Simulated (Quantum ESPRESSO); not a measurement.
Runs of Quantum ESPRESSO 7.5 on TiPt3. It takes space group Pm-3m (No. 221, cubic). The conventional cell has a = 3.897 Å, b = 3.897 Å, c = 3.897 Å, α = 90.00°, β = 90.00°, γ = 90.00°. Around Pt (site symmetry 4/mmm) lie 8 Pt at 2.76 Å and 4 Ti at 2.76 Å. Ti (site symmetry m-3m) is surrounded by 12 Pt at 2.76 Å. 

```csv
task,level,potentials or basis,k mesh,form of the LDA correlation,k mesh for the Wannier functions,gap on the mesh (eV),pressure (GPa),V0 of scaled cells (Å³/atom),B0 (GPa)
equation of state,PBEsol,GBRV 1.5 PBEsol,7 × 7 × 7,-,-,-,-,(a),267
Wannier functions,LDA,GBRV 1.5 LDA,6 × 6 × 6,PZ81,4 × 4 × 4,none,-5.8,-,-
band structure,PBEsol,GBRV 1.5 PBEsol,7 × 7 × 7,-,-,none,(b),-,-
equation of state,LDA,GBRV 1.5 LDA,7 × 7 × 7,PZ81,-,-,-,14.51,284
```

Alike in all rows: no spin polarisation; cell as given; cutoff (eV) 612; smearing fermi-dirac 0.05 eV.

Task: Estimate the missing entries.

Result: (a) 14.80; (b) -0.4.

Caveats: the Wannier minimisation didn't converge (some runs).

A k mesh can miss the band edges, and the runs leave out spin-orbit coupling on Pt.

A gap of «none» marks a metal or a gap under the smearing width.

Not every run made on this cell is shown here.
